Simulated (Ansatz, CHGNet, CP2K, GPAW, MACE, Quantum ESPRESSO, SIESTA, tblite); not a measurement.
# Twisted 2H-MoTe2/1T-TiSe2 bilayer, 21.79° (42 atoms) in SIESTA, part 2 of 2

Aim: run twisted 2H-MoTe2/1T-TiSe2 bilayer, 21.79° (42 atoms) in SIESTA and see how near its forces come to a plane-wave reference, and at what cost.

Program: SIESTA 5.4.2; the method stands at each step. Banners, paths, timers and routine set-up lines are dropped from the logs unmarked, and long logs keep their key lines alone; longer cuts are marked. The potentials were converted by us to PSML.

So far. Step 3 (PBE, SZ, shift 0.01 Ry, mesh 500 Ry): Against the first run (38 %), the force difference from the reference is 91 %, at 0.44 times the CPU time, with 392 basis functions against 770: the smaller basis costs accuracy. Step 4 (PBE, DZP, shift 0.02 Ry, mesh 500 Ry): Against the first run (38 %), the force difference from the reference is 31 %, at 0.72 times the CPU time: tighter orbitals come nearer here, likely by a cancellation of errors.

## Step 5: LDA, DZP, shift 0.01 Ry, mesh 500 Ry

Method: Kohn-Sham DFT, LDA, PseudoDojo 0.4.1 norm-conserving pseudopotentials (converted to PSML), numerical atomic orbitals (DZP), diagonalisation.

The pseudopotential files are exchanged too: the .psml files are now those for LDA.

The input, input.fdf:

```
SystemLabel cell
NumberOfAtoms 42
NumberOfSpecies 4
%block ChemicalSpeciesLabel
  1 42 Mo
  2 52 Te
  3 22 Ti
  4 34 Se
%endblock ChemicalSpeciesLabel
LatticeConstant 1.0 Ang
%block LatticeVectors
  9.33950 0.00000 0.00000
  -4.66975 8.08824 0.00000
  0.00000 0.00000 26.04000
%endblock LatticeVectors
PAO.BasisSize DZP
PAO.EnergyShift 0.01 Ry
XC.Functional LDA
XC.Authors PW92
MeshCutoff 500 Ry
%block kgrid_Monkhorst_Pack
  1 0 0 0.0
  0 1 0 0.0
  0 0 1 0.0
%endblock kgrid_Monkhorst_Pack
SolutionMethod diagon
OccupationFunction FD
ElectronicTemperature 580 K
SCF.Mixer.Method Pulay
SCF.Mixer.Weight 0.05
SCF.Mixer.History 8
SCF.Mix Hamiltonian
MaxSCFIterations 300
SCF.DM.Tolerance 1e-04
SCF.H.Tolerance 1.0e-3 eV
WriteForces T
Write.HirshfeldPop T
Write.VoronoiPop T
Write.DM F
Write.H F
XML.Write F
AtomicCoordinatesFormat Fractional
%block AtomicCoordinatesAndAtomicSpecies
[... 42 atom lines left out: the same atoms as in the first run ...]
%endblock AtomicCoordinatesAndAtomicSpecies
```

Command:

```bash
$ OMP_NUM_THREADS=1 siesta < input.fdf > output.txt
```

What it wrote:

```text
Version         : 5.4.2
reinit: System Name:
reinit: System Label: cell
initatom: Reading input for the pseudopotentials and atomic orbitals ----------
Species number:   1 Atomic number:   42 Label: Mo
Species number:   2 Atomic number:   52 Label: Te
Species number:   3 Atomic number:   22 Label: Ti
Species number:   4 Atomic number:   34 Label: Se
[... lines left out ...]
SCF Convergence by DM+H criterion
[... lines left out ...]
SCF cycle converged after 26 iterations
[... lines left out ...]
   Max    1.368526
[... lines left out ...]
   Max    1.368526    constrained
Stress tensor Voigt[x,y,z,yz,xz,xy] (kbar):       17.71       19.23        2.20       -2.89        0.26        0.22
[... lines left out ...]
siesta: FreeEng =   -110712.155282
[... lines left out ...]
siesta:         Fermi =      -4.290690
[... lines left out ...]
siesta:         -13.04466166        -11.88903034  kBar
[... lines left out ...]
     3    -0.065525   16.065525  Te
     4     0.131424   13.868576  Mo
     5    -0.051019   16.051019  Te
[...]
7     0.131214   13.868786  Mo
[...]
22     0.088092   11.911908  Ti
    23    -0.043872   16.043872  Se
    24    -0.062369   16.062369  Se
    25     0.086749   11.913251  Ti
    26    -0.045630   16.045630  Se
[...]
28     0.082865   11.917135  Ti
[...]
--------------------
 Total    -0.000024
Voronoi Atomic Populations:
Atom #   charge [q] valence [e]  Species
[...]
16     0.073542   13.926458  Mo
[...]
19     0.080219   13.919781  Mo
    20    -0.023800   16.023800  Te
    21    -0.039234   16.039234  Te
[...]
37     0.103310   11.896690  Ti
[...]
40     0.108617   11.891383  Ti
    41    -0.063300   16.063300  Se
    42    -0.067083   16.067083  Se
--------------------
 Total    -0.000023
```

It took 5.3 min on 1 thread of Arm Neoverse V2, shared host; peak memory 1.7 GiB.

Numbers from this run, and their distance from the reference:

```
r.m.s. force component                  : 0.446 eV/Å
r.m.s. difference of force components   : 115.5 meV/Å
longest difference of force vectors     : 410.1 meV/Å
force difference over r.m.s. force      : 26.28 %
slope of forces against the reference's : 0.9801
correlation of force components         : 0.9661
```

Against the first run (38 %), the force difference from the reference is 26 %, at 0.89 times the CPU time; another functional landing nearer a PBE reference means that errors partly cancel.

## Step 6: PBE, TZP, shift 0.01 Ry, mesh 500 Ry

Method: Kohn-Sham DFT, PBE, PseudoDojo 0.4.1 norm-conserving pseudopotentials (converted to PSML), numerical atomic orbitals (TZP), diagonalisation.

The pseudopotential files are exchanged too: the .psml files are now those for PBE.

input.fdf: that of step 5 with these lines changed.

```diff
@@ -15,6 +15,6 @@
 %endblock LatticeVectors
-PAO.BasisSize DZP
+PAO.BasisSize TZP
 PAO.EnergyShift 0.01 Ry
-XC.Functional LDA
-XC.Authors PW92
+XC.Functional GGA
+XC.Authors PBE
 MeshCutoff 500 Ry
```

Command:

```bash
$ OMP_NUM_THREADS=1 mpirun -np 2 siesta < input.fdf > output.txt
```

What it wrote:

```text
Version         : 5.4.2
reinit: System Name:
reinit: System Label: cell
initatom: Reading input for the pseudopotentials and atomic orbitals ----------
Species number:   1 Atomic number:   42 Label: Mo
Species number:   2 Atomic number:   52 Label: Te
Species number:   3 Atomic number:   22 Label: Ti
Species number:   4 Atomic number:   34 Label: Se
Ground state valence configuration (from tables):   5s01  5p00  4d05  4f00
Ground state valence configuration (from tables):   5s02  5p04  5d00  4f00
Ground state valence configuration (from tables):   4s02  4p00  3d02  4f00
Ground state valence configuration (from tables):   4s02  4p04  4d00  4f00
---- Processing specs for species: Mo
GGA--PBE XC_GGA_X_PBE--XC_GGA_C_PBE pb
[... lines left out ...]
stepf: Fermi-Dirac step function
        iscf     Eharris(eV)        E_KS(eV)     FreeEng(eV)     dDmax    Ef(eV) dHmax(eV)
[... lines left out ...]
SCF Convergence by DM+H criterion
[... lines left out ...]
SCF cycle converged after 24 iterations
[... lines left out ...]
   Max    1.925039
[... lines left out ...]
   Max    1.925039    constrained
Stress tensor Voigt[x,y,z,yz,xz,xy] (kbar):       -9.17       -7.31      -22.03       -2.90        0.21        0.39
[... lines left out ...]
siesta: FreeEng =   -110806.991888
[... lines left out ...]
siesta:         Total = -110806.719895
siesta:         Fermi =      -4.054503
siesta: Stress tensor (static) (eV/Ang**3):
siesta:    -0.005722    0.000243    0.000131
siesta:     0.000243   -0.004563   -0.001812
siesta:     0.000131   -0.001812   -0.013753
siesta: Cell volume =       1967.064659 Ang**3
siesta: Pressure (static):
siesta:                Solid            Molecule  Units
siesta:           0.00008726          0.00004077  Ry/Bohr**3
siesta:           0.00801227          0.00374322  eV/Ang**3
siesta:          12.83706614          5.99729552  kBar
    Orbital volume contribution        =          37.652528 eV
    (Free)E + p_basis*V_orbitals       =     -110769.339361 eV
    (Free)Eharris+ p_basis*V_orbitals  =     -110769.339362 eV
siesta: Electric dipole (a.u.)  =    0.000000    0.000000   -0.577258
siesta: Electric dipole (Debye) =    0.000000    0.000000   -1.467243
Hirshfeld Atomic Populations:
Atom #   charge [q] valence [e]  Species
     1     0.136388   13.863612  Mo
     2    -0.046218   16.046218  Te
     3    -0.067512   16.067512  Te
     4     0.135705   13.864295  Mo
     5    -0.052706   16.052706  Te
[...]
7     0.135450   13.864550  Mo
[...]
22     0.101946   11.898054  Ti
    23    -0.050197   16.050197  Se
    24    -0.070351   16.070351  Se
    25     0.100446   11.899554  Ti
    26    -0.052007   16.052007  Se
[...]
28     0.095952   11.904048  Ti
[...]
--------------------
 Total    -0.000030
Voronoi Atomic Populations:
Atom #   charge [q] valence [e]  Species
[...]
16     0.072235   13.927765  Mo
[...]
19     0.078298   13.921702  Mo
    20    -0.023959   16.023959  Te
    21    -0.038292   16.038292  Te
[...]
37     0.115014   11.884986  Ti
[...]
40     0.120384   11.879616  Ti
    41    -0.069363   16.069363  Se
    42    -0.072160   16.072160  Se
--------------------
 Total    -0.000030
```

Wall time 4 min (2 MPI ranks); peak memory 2.3 GiB.

Numbers from this run, and their distance from the reference:

| Item | Value |
| --- | --- |
| r.m.s. force component | 0.5152 eV/Å |
| r.m.s. difference of force components | 132.8 meV/Å |
| longest difference of force vectors | 408.6 meV/Å |
| force difference over r.m.s. force | 30.2 % |
| slope of forces against the reference's | 1.141 |
| correlation of force components | 0.9737 |

This run lies far from the reference in forces at the same functional.

Against the first run (38 %), the force difference from the reference is 30 %, at 1.3 times the CPU time (on 2 against 1 cores), with 966 basis functions against 770: the larger basis brings the forces nearer.

## Step 7: All runs compared

Differences are against the plane-wave reference, forces as r.m.s. over components; share is that over the reference's r.m.s. force, slope the least-squares factor from reference forces to these. Total energies of different programs have different zeros and aren't compared.

```
                                                run  Δ force, r.m.s. (meV/Å)  share (%)  slope  cores  CPU time  memory (GiB)
                                          reference                        -          -      -      8   2.3 min           2.6
        SIESTA PBE, DZP, shift 0.01 Ry, mesh 500 Ry                      168       38.1  1.193      1   5.9 min           1.7
SIESTA PBE, SZ, shift 0.01 Ry, mesh 500 Ry (coarse)                      400       91.0  1.339      1   2.6 min           1.1
        SIESTA PBE, DZP, shift 0.02 Ry, mesh 500 Ry                      137       31.2  1.133      1   4.3 min           1.5
        SIESTA LDA, DZP, shift 0.01 Ry, mesh 500 Ry                      116       26.3  0.980      1   5.3 min           1.7
        SIESTA PBE, TZP, shift 0.01 Ry, mesh 500 Ry                      133       30.2  1.141      2     8 min           2.3
```

Rows marked coarse were listed beforehand as settings not expected to be converged; some can still land near the reference.

CPU time is summed over cores on a shared host, where runs went side by side, so it is rough. Symmetry, cutoffs, thresholds, outputs and thread counts weren't matched or tuned between programs; memory under MPI is the largest rank's times the ranks.

Mean charges by element (e), by run and scheme:

```csv
run,scheme,Mo,Te,Ti,Se
reference,Löwdin,-0.05,+0.13,+0.72,-0.29
"SIESTA PBE, DZP, shift 0.01 Ry, mesh 500 Ry",Hirshfeld,+0.13,-0.06,+0.10,-0.06
"SIESTA PBE, DZP, shift 0.02 Ry, mesh 500 Ry",Hirshfeld,+0.16,-0.07,+0.07,-0.04
"SIESTA LDA, DZP, shift 0.01 Ry, mesh 500 Ry",Hirshfeld,+0.13,-0.06,+0.09,-0.05
"SIESTA PBE, TZP, shift 0.01 Ry, mesh 500 Ry",Hirshfeld,+0.14,-0.06,+0.10,-0.06
```

The reference's Löwdin charges lack the electrons that the projection spills, 0.058 e an atom on average.

## Step 8: What came out

| Quantity | Value |
| --- | --- |
| nearest in forces | SIESTA LDA, DZP, shift 0.01 Ry, mesh 500 Ry, 26 % |
| its CPU time | 5.3 min |

In words: The PBE runs in local orbitals, coarse settings apart, differ by 30 % (SIESTA PBE, TZP, shift 0.01 Ry, mesh 500 Ry) to 38 % (SIESTA PBE, DZP, shift 0.01 Ry, mesh 500 Ry); basis, grid and potentials can all enter. Rows with another functional or a dispersion term differ by 26 % (SIESTA LDA, DZP, shift 0.01 Ry, mesh 500 Ry), which mixes the change of model with differences of basis and potentials. Runs with settings chosen to be coarse differ by 91 % (SIESTA PBE, SZ, shift 0.01 Ry, mesh 500 Ry), their programs' other errors included. None of the electronic-structure runs in the table takes under half the reference's CPU time of 2.3 min; they take 1.1 to 3.4 times as much. SIESTA PBE, DZP, shift 0.01 Ry, mesh 500 Ry stiffens the forces by a factor of 1.19 while following their directions (correlation 0.964). Charges hang on scheme and program or settings: among these rows the mean for Ti runs from +0.07 to +0.72 e. The reference's PBE has no dispersion term, which matters for the binding between molecules or layers. The runs have no spin polarisation, so moments on Ti can't form, and no Hubbard term. The electronic-structure runs sample only Γ, in a cell whose shortest periodic width is 8 Å, which is coarse for a cell with partly filled levels. Spin–orbit coupling is left out, which matters for the levels of the heavy elements.

[Also dropped from logs without a mark: logging warnings of Python, and SIESTA's first energy breakdown and zero terms.]

[Logs are printed without paths, hosts, clocks, repeated set-up lines and the standing remarks that a program may print on its own settings, such as how far it seeks lower states.]

[Hosts, paths, dates, database ids (printed as entryN), source tags and the programs' standing remarks are cut or masked in the printed files.]
